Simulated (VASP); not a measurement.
# Bi₂Se₃: electric field gradients, by functional and GGA

Bi₂Se₃, R-3m (no. 166), 5 atoms in the cell.

| Functional | GGA | LASPH | Vzz of the first element (V/Å²) | Vzz of the second element (V/Å²) | Time (s) |
|---|---|---|---|---|---|
| LDA | CA | .True. | 6.54 | -16.38 | 97 |
| PBE | PE | .True. | 7.71 | -17.96 | 105 |
| PBEsol | PS | .True. | 6.79 | -16.11 | 94 |
| RPBE | RP | .True. | 7.46 | -19.13 | 108 |
| r2SCAN | default | .True. | 14.92 | -26.76 | 659 |
| SCAN | default | .True. | 38.77 | -22.37 | 711 |
| TPSS | default | .True. | 9.10 | -16.35 | 666 |
| PBE | PE | .False. | 7.80 | -17.85 | 93 |

Limits: The Se sites differ; a column by element shows the first atom in the POSCAR.

## Input of the first row

INCAR:
```
SYSTEM = Bi2Se3
  GGA = CA
  PREC = Accurate
  ENCUT = 400
  EDIFF = 1E-7
  LREAL = .False.
  LASPH = .True.
  ALGO = Normal
  NELM = 120
  LWAVE = .False.
  LCHARG = .False.
  ISMEAR = 0
  SIGMA = 0.02
  KPAR = 4
  LEFG = .True.
  QUAD_EFG = -516 0
```

KPOINTS:
```
k-points
0
Gamma
  7 7 7
```

POSCAR:
```
Bi2Se3
1.0
    2.0715000000      1.1959810826      9.5453333333
   -2.0715000000      1.1959810826      9.5453333333
    0.0000000000     -2.3919621653      9.5453333333
Bi Se
2 3
Direct
    0.5992000000      0.5992000000      0.5992000000
    0.4008000000      0.4008000000      0.4008000000
    0.7883000000      0.7883000000      0.7883000000
    0.2117000000      0.2117000000      0.2117000000
    0.0000000000      0.0000000000      0.0000000000
```

Commands:
```
cat potpaw_LDA.64/Bi_d/POTCAR potpaw_LDA.64/Se/POTCAR > POTCAR
mpirun -np 4 vasp_std > vasp.out
```

Changes of the last row against the first:
```
- GGA = CA
- LASPH = True
+ GGA = PE
+ LASPH = False
- cat potpaw_LDA.64/Bi_d/POTCAR potpaw_LDA.64/Se/POTCAR > POTCAR
+ cat potpaw_PBE.64/Bi_d/POTCAR potpaw_PBE.64/Se/POTCAR > POTCAR
```

VASP 6.6.1 took 97 s on 4 cores (AMD EPYC 9R45 (Zen 5)), a shared host.
